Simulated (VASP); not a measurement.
# CdSe (P6_3mc) in VASP: settings compared

The runs below take CdSe through single point, with PBE, BLYP+D3(BJ).

Everything below comes from runs of VASP 6.6.1. Logs are shortened: lines on timing, memory, paths and dates and some standing lists are left out, and cuts for length are marked.

**What was measured.**

A printed reference work, data compilation reports, for a bulk crystal of CdSe at 2 K: band gap 1.841 eV.

How close the calculation comes is told below.

### 1 The cell of the first run

It takes space group P6_3mc (No. 186, hexagonal). Conventional cell: a = 4.300 Å, b = 4.300 Å, c = 7.020 Å, α = 90.00°, β = 90.00°, γ = 120.00°. Cd (site symmetry 3m) has 4 Se at 2.61 to 2.70 Å within 3.4 Å. Se (site symmetry 3m) has 4 Cd at 2.61 to 2.70 Å within 3.4 Å.

### 2 Single point, PBE

INCAR

```
SYSTEM = CdSe
ALGO = Normal ; EDIFF = 1E-6
ENCUT = 520 ; GGA = PE
ISIF = 2 ; ISMEAR = 0
LASPH = .True. ; LCHARG = .True.
LELF = .True. ; LREAL = .False.
LVHAR = .True. ; LWAVE = .False.
NBANDS = 26 ; NELM = 60
PREC = Accurate ; SIGMA = 0.03
```

KPOINTS

```
k-points
0
Gamma
  7 7 4
  0 0 0
```

POSCAR

```
CdSe
1.0
    4.3000000000      0.0000000000      0.0000000000
   -2.1500000000      3.7239092363      0.0000000000
    0.0000000000      0.0000000000      7.0200000000
Cd Se
2 2
Direct
    0.6666666667      0.3333333333      0.5000000000
    0.3333333333      0.6666666667      0.0000000000
    0.6666666667      0.3333333333      0.8850000000
    0.3333333333      0.6666666667      0.3850000000
```

Potentials or basis: VASP PAW PBE potentials, release 64 (Cd, Se).

Launch:

```
$ cat potpaw_PBE.64/Cd/POTCAR potpaw_PBE.64/Se/POTCAR > POTCAR
$ mpirun -np 1 vasp_std > vasp.out
```

OUTCAR:

```text
SYSTEM = CdSe
   EDIFF = 1E-6
   ENCUT = 520
   GGA = PE
   ISIF = 2
   ISMEAR = 0
   LASPH = .True.
   LREAL = .False.
   NELM = 60
   PREC = Accurate

 ion  position               nearest neighbor table
   1  0.667  0.333  0.500-   4 2.61   4 2.61   4 2.61   3 2.70
   2  0.333  0.667  0.000-   3 2.61   3 2.61   3 2.61   4 2.70
   3  0.667  0.333  0.885-   2 2.61   2 2.61   2 2.61   1 2.70
   4  0.333  0.667  0.385-   1 2.61   1 2.61   1 2.61   2 2.70

  LATTYP: Found a hexagonal cell.
 ALAT       =     4.3000000000
 C/A-ratio  =     1.6325581395

  Lattice vectors:

 A1 = (   4.3000000000,   0.0000000000,   0.0000000000)
 A2 = (  -2.1500000000,   3.7239092363,   0.0000000000)
 A3 = (   0.0000000000,   0.0000000000,   7.0200000000)

Analysis of symmetry for initial positions (statically):
=====================================================================
 Subroutine PRICEL returns:
 Original cell was already a primitive cell.

 Routine SETGRP: Setting up the symmetry group for a
 hexagonal supercell.

 Subroutine GETGRP returns: Found 12 space group operations
 (whereof  6 operations were pure point group operations)
 out of a pool of 24 trial point group operations.

The static configuration has the point symmetry C_3v.
 The point group associated with its full space group is C_6v.

Analysis of symmetry for dynamics (positions and initial velocities):
=====================================================================
 Subroutine PRICEL returns:
 Original cell was already a primitive cell.

 Routine SETGRP: Setting up the symmetry group for a
 hexagonal supercell.

 Subroutine GETGRP returns: Found 12 space group operations
 (whereof  6 operations were pure point group operations)
 out of a pool of 24 trial point group operations.

The dynamic configuration has the point symmetry C_3v.
 The point group associated with its full space group is C_6v.

 Subroutine INISYM returns: Found 12 space group operations
 (whereof  6 operations are pure point group operations),
 and found     1 'primitive' translations

----------------------------------------------------------------------------------------

                                     Primitive cell

  volume of cell :     112.4099

  direct lattice vectors                    reciprocal lattice vectors
     4.300000000  0.000000000  0.000000000     0.232558140  0.134267504  0.000000000
    -2.150000000  3.723909236  0.000000000     0.000000000  0.268535009  0.000000000
     0.000000000  0.000000000  7.020000000     0.000000000  0.000000000  0.142450142

  length of vectors
     4.300000000  4.300000000  7.020000000     0.268535009  0.268535009  0.142450142

  position of ions in fractional coordinates (direct lattice)
     0.666666667  0.333333333  0.500000000
     0.333333333  0.666666667  0.000000000
     0.666666667  0.333333333  0.885000000
     0.333333333  0.666666667  0.385000000

  ion indices of the primitive-cell ions
   primitive index   ion index
                 1           1
                 2           2
                 3           3
                 4           4

----------------------------------------------------------------------------------------

 KPOINTS: k-points

Automatic generation of k-mesh.
 Grid dimensions read from file:
 generate k-points for:    7    7    4

 Generating k-lattice:

  Cartesian coordinates                     Fractional coordinates (reciprocal lattice)
     0.033222591  0.019181072  0.000000000     0.142857143  0.000000000  0.000000000
     0.000000000  0.038362144  0.000000000     0.000000000  0.142857143  0.000000000
     0.000000000  0.000000000  0.035612536     0.000000000  0.000000000  0.250000000

  Length of vectors
     0.038362144  0.038362144  0.035612536

  Shift w.r.t. Gamma in fractional coordinates (k-lattice)
     0.000000000  0.000000000  0.000000000

 Subroutine IBZKPT returns following result:
 ===========================================

 Found     24 irreducible k-points:

 Following reciprocal coordinates:
            Coordinates               Weight
  0.000000  0.000000  0.000000      1.000000
  0.142857  0.000000  0.000000      6.000000
  0.285714 -0.000000  0.000000      6.000000
  0.428571 -0.000000  0.000000      6.000000
  0.142857  0.142857  0.000000      6.000000
  0.285714  0.142857  0.000000     12.000000
[... 16 lines left out ...]
  0.428571  0.142857  0.500000      6.000000
  0.285714  0.285714  0.500000      6.000000
   k-points           NKPTS =     24   k-points in BZ     NKDIM =     24   number of bands    NBANDS=     26
   number of dos      NEDOS =    301   number of ions     NIONS =      4
   total plane-waves  NPLWV =  55296
   dimension x,y,z NGX =    32 NGY =   32 NGZ =   54
   dimension x,y,z NGXF=    64 NGYF=   64 NGZF=  108
   ions per type =               2   2
   NGX,Y,Z   is equivalent  to a cutoff of  12.37, 12.37, 12.79 a.u.
   NGXF,Y,Z  is equivalent  to a cutoff of  24.74, 24.74, 25.58 a.u.
 SYSTEM =  CdSe
   PREC   = accura    normal or accurate (medium, high low for compatibility)
   ISTART =      0    job   : 0-new  1-cont  2-samecut
   ICHARG =      2    charge: 1-file 2-atom 10-const
   ISPIN  =      1    spin polarized calculation?
   LNONCOLLINEAR =      F non collinear calculations
   LSORBIT =      F    spin-orbit coupling
   LASPH  =      T    aspherical Exc in radial PAW
   ENCUT  =  520.0 eV  38.22 Ry    6.18 a.u.   8.00  8.00 13.05*2*pi/ulx,y,z
   NELM   =     60;   NELMIN=  2; NELMDL= -5     # of ELM steps
   EDIFF  = 0.1E-05   stopping-criterion for ELM
   LREAL  =      F    real-space projection
   EDIFFG = 0.1E-04   stopping-criterion for IOM
   NSW    =      0    number of steps for IOM
   IBRION =     -1    ionic relax: 0-MD 1-quasi-New 2-CG
   NFREE  =      0    steps in history (QN), initial steepest desc. (CG)
   ISIF   =      2    stress and relaxation
   ISYM   =      2    0-nonsym 1-usesym 2-fastsym
   POTIM  = 0.5000    time-step for ionic-motion
   TEBEG  =    0.0;   TEEND  =   0.0 temperature during run
   PSTRESS=    0.0 pullay stress
   NELECT =      36.0000    total number of electrons
   NUPDOWN=      -1.0000    fix difference up-down
   EMIN   =  10.00;   EMAX   =-10.00  energy-range for DOS
   EFERMI =   0.00;   METHOD = LEGACY
   ISMEAR =     0;   SIGMA  =   0.03  broadening in eV -4-tet -1-fermi 0-gaus
   EFERMI_NEDOS =   21; number of points for ismear=-14 and -15
   IALGO  =     38    algorithm
   IMIX   =      4    mixing-type and parameters
     AMIX     =   0.40;   BMIX     =  1.00
     AMIX_MAG =   1.60;   BMIX_MAG =  1.00
  volume/ion in A,a.u.               =      28.10       189.64
  Fermi-wavevector in a.u.,A,eV,Ry     =   1.120059  2.116604 17.068937  1.254531
  Thomas-Fermi vector in A             =   2.256702
   LORBIT       =      0    0 simple, 1 ext, 2 COOP (PROOUT), +10 PAW based schemes
   GGA     = PE    functional components
   LHFCALC =     F    Hartree Fock is set to
   AEXX    =    0.0000 exact exchange contribution
   IVDW    =     0    specifies the selected vdW correction
   LEPSILON=     F    determine dielectric tensor
   LRPA    =     F    only Hartree local field effects (RPA)
 non-spin polarized calculation
 Gauss-broadening in eV      SIGMA  =   0.03
  energy-cutoff  :      520.00
  volume of cell :      112.41
 maximum number of plane-waves:      3042
 NGX is ok and might be reduce to    32
   NGX = 15   NGY = 15   NGZ = 27

 number of electron      35.9999998 magnetization

 Free energy of the ion-electron system (eV)
  ---------------------------------------------------
  ext. energy  EPLUGINS =         0.00000000
  ---------------------------------------------------
  free energy    TOTEN  =       -10.90422397 eV

  energy without entropy =      -10.90422397  energy(sigma->0) =      -10.90422397

 E-fermi :   1.0609     XC(G=0):  -8.8819

 val. band max:        0.9365642225   @ k =   0.0000   0.0000   0.0000
 cond. band min:       1.6391811069   @ k =   0.0000   0.0000   0.0000
 fundamental gap:      0.7026168844
 Fermi energy:         1.0609348343

 k-point     1 :       0.0000    0.0000    0.0000
  band No.  band energies     occupation
      1     -11.6579      2.00000
      2     -11.2918      2.00000
      3      -6.9988      2.00000
      4      -6.9988      2.00000
      5      -6.9433      2.00000
      6      -6.9433      2.00000
[... 18 lines left out ...]
     25       7.9283      0.00000
     26       8.6656      0.00000

 k-point     2 :       0.1429    0.0000    0.0000
  band No.  band energies     occupation
      1     -11.5948      2.00000
      2     -11.2613      2.00000
      3      -6.9726      2.00000
      4      -6.9617      2.00000
      5      -6.9144      2.00000
      6      -6.9102      2.00000
[... 18 lines left out ...]
     25       8.2893      0.00000
     26       8.4172      0.00000

 k-point     3 :       0.2857   -0.0000    0.0000
  band No.  band energies     occupation
      1     -11.4441      2.00000
      2     -11.1994      2.00000
      3      -6.9203      2.00000
      4      -6.9067      2.00000
      5      -6.8353      2.00000
      6      -6.8111      2.00000
[... 18 lines left out ...]
     25       8.5966      0.00000
     26       8.9502      0.00000

 k-point     4 :       0.4286   -0.0000    0.0000
  band No.  band energies     occupation
      1     -11.3054      2.00000
      2     -11.1659      2.00000
      3      -6.8883      2.00000
      4      -6.8862      2.00000
      5      -6.7767      2.00000
      6      -6.7309      2.00000
[... 18 lines left out ...]
     25       8.8672      0.00000
     26      10.1339      0.00000
[... 496 lines left out ...]
      1     -11.2490      2.00000
      2     -11.2490      2.00000
      3      -6.8556      2.00000
      4      -6.8556      2.00000
      5      -6.8306      2.00000
      6      -6.8306      2.00000
[... 18 lines left out ...]
     25       8.6983      0.00000
     26       8.6983      0.00000

 k-point    23 :       0.4286    0.1429    0.5000
  band No.  band energies     occupation
      1     -11.2052      2.00000
      2     -11.2052      2.00000
      3      -6.8364      2.00000
      4      -6.8364      2.00000
      5      -6.8228      2.00000
      6      -6.8228      2.00000
[... 18 lines left out ...]
     25       9.3336      0.00000
     26       9.3336      0.00000

 k-point    24 :       0.2857    0.2857    0.5000
  band No.  band energies     occupation
      1     -11.1952      2.00000
      2     -11.1952      2.00000
      3      -6.8289      2.00000
      4      -6.8289      2.00000
      5      -6.8100      2.00000
      6      -6.8100      2.00000
[... 18 lines left out ...]
     25       9.0074      0.00000
     26       9.0074      0.00000

------------------------ aborting loop because EDIFF is reached ----------------------------------------

  FORCE on cell =-STRESS in cart. coord.  units (eV):
  Direction    XX          YY          ZZ          XY          YZ          ZX
  --------------------------------------------------------------------------------------
  -------------------------------------------------------------------------------------
  Total        2.8297314      2.8297314      1.3540470      0.0000000      0.0000000      0.0000000
  in kB       40.3321290     40.3321290     19.2992166      0.0000000      0.0000000      0.0000000
  external PRESSURE =      33.3211582 kB  Pullay stress =       0.0000000 kB

 VOLUME and BASIS-vectors are now :
 -----------------------------------------------------------------------------
  energy-cutoff  :      520.00
  volume of cell :      112.41
      direct lattice vectors                 reciprocal lattice vectors
     4.300000000  0.000000000  0.000000000     0.232558140  0.134267504  0.000000000
    -2.150000000  3.723909236  0.000000000     0.000000000  0.268535009  0.000000000
     0.000000000  0.000000000  7.020000000     0.000000000  0.000000000  0.142450142

 POSITION                                       TOTAL-FORCE (eV/Angst)
 -----------------------------------------------------------------------------------
      2.15000      1.24130      3.51000         0.000000     -0.000000      0.291235
     -0.00000      2.48261      0.00000        -0.000000      0.000000      0.291235
      2.15000      1.24130      6.21270        -0.000000      0.000000     -0.291235
     -0.00000      2.48261      2.70270        -0.000000      0.000000     -0.291235
 -----------------------------------------------------------------------------------
    total drift:                               -0.000000     -0.000000      0.000083

  FREE ENERGIE OF THE ION-ELECTRON SYSTEM (eV)
  ---------------------------------------------------
  free  energy   TOTEN  =       -10.9042239738 eV

  energy  without entropy=      -10.9042239738  energy(sigma->0) =      -10.90422397
```

Run time: 27 s. Hardware: 1 thread of Intel Xeon 6975P-C (Granite Rapids), shared host; peak memory 0.25 GiB.

What came out:

```yaml
Free_energy: -10.9042 eV
Pressure: 3.3 GPa
Largest_force: 0.291 eV/Å
Band_gap_on_the_k_mesh: 0.70 eV
```

Forces on the atoms (eV/Å):
```
Cd   0.000  0.000  0.291
Cd   0.000  0.000  0.291
Se   0.000  0.000 -0.291
Se   0.000  0.000 -0.291
```

Levels at points of the mesh, in eV from the valence-band top:
| k point | band 15 | band 16 | band 17 | band 18 | band 19 | band 20 | band 21 | band 22 |
| --- | --- | --- | --- | --- | --- | --- | --- | --- |
| (0.00, 0.00, 0.00) | -0.72 | -0.01 | 0.00 | 0.00 | 0.70 | 2.12 | 5.88 | 5.88 |
| (0.00, 0.00, 0.50) | -0.37 | -0.37 | -0.37 | -0.37 | 2.34 | 2.34 | 5.83 | 5.83 |

Caveat: the cell stands under pressure; semilocal functionals underestimate gaps, and a narrow one can read as zero.

### 3 Single point, BLYP+D3(BJ)

This run uses another cell than the first one, of 28.63 Å³/atom.

INCAR

```
  PREC = Accurate
  ENCUT = 520
  EDIFF = 1E-6
  ISMEAR = -1
  SIGMA = 0.05
  LREAL = F
  LASPH = T
  NELM = 80
  ALGO = Normal
  ISIF = 2
  LWAVE = F
  LCHARG = T
  GGA = B5
  ALDAX = 1.0
  AGGAX = 1.0
  AGGAC = 1.0
  ALDAC = 0.0
  IVDW = 12
  VDW_S6 = 1.0
  VDW_S8 = 2.6996
  VDW_A1 = 0.4298
  VDW_A2 = 4.2359
  LELF = T
  LVHAR = T
  NBANDS = 26
```

KPOINTS

```
regular mesh
0
Gamma
  7 7 4
```

POSCAR

```
CdSe
1.0
    4.3197876523      0.0000000000      0.0000000000
   -2.1598938262      3.7410458459      0.0000000000
    0.0000000000      0.0000000000      7.0867725694
Cd Se
2 2
Direct
    0.6666666667      0.3333333333      0.5054265059
    0.3333333333      0.6666666667      0.0054265059
    0.6666666667      0.3333333333      0.8795734941
    0.3333333333      0.6666666667      0.3795734941
```

Potentials or basis: VASP PAW PBE potentials, release 64 (Cd, Se).

Launch:

```
$ cat potpaw_PBE.64/Cd/POTCAR potpaw_PBE.64/Se/POTCAR > POTCAR
$ mpirun -np 1 vasp_std > vasp.out
```

It took 40 s on 1 thread of Intel Xeon 6975P-C (Granite Rapids), shared host; peak memory 0.26 GiB.

The run converged. Its results:

```yaml
Free_energy: -11.7250 eV
Pressure: 0.4 GPa
Band_gap_on_the_k_mesh: 0.57 eV
Dispersion_energy_per_atom: -0.698 eV
```

Levels at points of the mesh, in eV from the valence-band top:
```tsv
k point	band 16	band 17	band 18	band 19	band 20	band 21
(0.00, 0.00, 0.00)	-0.07	0.00	0.00	0.57	2.20	5.87
(0.00, 0.00, 0.50)	-0.38	-0.38	-0.38	2.31	2.31	5.86
```

Caveat: semilocal functionals underestimate gaps, and a narrow one can read as zero; the PAW data sets were made with another functional, which shifts forces and pressure a little.

### 4 Against experiment

Step 3. Against the measured gap of CdSe, 1.841 eV (2 K; a printed reference work, data compilation), the calculated 0.57 eV is off by -1.27 eV. So large a miss can be the level of theory's own, or it may mean another phase, state or a wrong row. Spin-orbit coupling on Cd, Se is left out. The value is that of BLYP+D3(BJ), without temperature or zero-point motion. Semilocal functionals fall short of measured gaps as a rule.
